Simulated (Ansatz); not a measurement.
## A sheet of MoTe₂ under strain

A free-standing layer, 6 atoms in a cell of 3.388 × 6.334 Å at 90° (P2_1/m), 4.14 Å between its outer nuclei. Ansatz: PBE+D3(BJ), PAW, 420 eV, 10×6×1 mesh. It is strained by x per cent equally along both axes, atoms relaxed; y is the tensile stress along x per length. The small cell can't ripple, as a free sheet would under compression.

| x (%) | y (N/m) | vacuum level over E_F (eV) |
| --- | --- | --- |
| -4.0 | -4.97 | 4.15 |
| -2.0 | -2.49 | 4.29 |
| 0.0 | 0.00 | 4.42 |
| 2.0 | 1.86 | 4.54 |
| 4.0 | 3.34 | 4.67 |
| 7.0 | ? | ? |

Task: Fit y = c1 x + c2 x² to the other rows, give the stiffness, and predict the missing row.

Result: Least squares on the rows shown. y = 1.048 x − 0.05257 x². The stiffness C11 + C12 is 100 c1 = 105 N/m. With a term in x³ added, the coefficient of x becomes 1.104, 5 % more, which shows how far this figure hangs on the form. At x = 7.0 the fit asked for gives 4.76 N/m. The run gave 4.86 N/m, so the fit is 0.10 N/m too low, within twice the rms miss on the fitted rows (0.10 N/m). The form still works here, 38 % of the fitted range beyond its end.

In the withheld run the vacuum level lies 4.72 eV over E_F.